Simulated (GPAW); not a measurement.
Runs of GPAW 26.7.0 on Ge. The structure is cubic, space group Fd-3m (No. 227). The conventional cell has a = 5.658 Å, b = 5.658 Å, c = 5.658 Å, α = 90.00°, β = 90.00°, γ = 90.00°. Ge (site symmetry -43m) has 4 Ge at 2.45 Å as nearest neighbours. 

| task | level | potentials or basis | cell | k mesh | cutoff (eV) | smearing | kernel | eta | response ecut | domega0 | omega2 | grid spacing | other keys | mesh quality | gap on the mesh (eV) | pressure (GPa) |
| --- | --- | --- | --- | --- | --- | --- | --- | --- | --- | --- | --- | --- | --- | --- | --- | --- |
| energy-loss spectrum | BLYP | PAW data sets generated in the run's folder for this functional, pw | as given | 7 × 7 × 7 | 400 | fermi-dirac 0.05 eV | RPA | 0.3 eV | 30 eV | 0.2 eV | 5 eV | - | several, not listed | coarse | none | - |
| relaxation of cell and atoms | BLYP+D4 | PAW data sets generated in the run's folder for this functional, pw | relaxed | 8 × 8 × 8 | 600 | fermi-dirac 0.05 eV | - | - | - | - | - | - | - | not flagged | none | 0.2 |
| phonons | RPBE | the program's PAW data sets (release 1.2.1) made for this functional, lcao:dzp | atoms relaxed | 8 × 8 × 8 | - | fermi-dirac 0.05 eV | - | - | - | - | - | 0.16 Å | - | not flagged | 0.18 | - |
| optical spectrum | BLYP | PAW data sets generated in the run's folder for this functional, pw | as given | 7 × 7 × 7 | 400 | fermi-dirac 0.05 eV | RPA | 0.3 eV | 150 eV | 0.02 eV | 10 eV | - | several, not listed | coarse | none | - |
| single point | RPBE | the program's PAW data sets (release 1.2.1) made for this functional, pw | as given | 8 × 8 × 8 | 600 | gaussian 0.1 eV | - | - | - | - | - | - | - | not flagged | 0.20 | (a) |

Alike in all rows: no spin polarisation.

Problem. Estimate the missing entries.

Solution. (a) 5.7.

Caveats: some runs use coarse meshes; this crystal is a semiconductor, whose small gap the functional closes, so the metal is an error of the method (some runs); the highest transitions drop out of the frequency grid (some runs); later steps reuse the first step's grids (some runs); pairwise dispersion overbinds metals, which lowers pressure and volume (some runs); phonon bands are interpolated from a small supercell (some runs); the basis of atomic orbitals isn't converged, which shifts pressures, moduli and gaps (some runs).

A k mesh can miss the band edges, and the runs leave out spin-orbit coupling on Ge.

A gap of «none» marks a metal or a gap under the smearing width.

Runs at the PBE level aren't shown here.
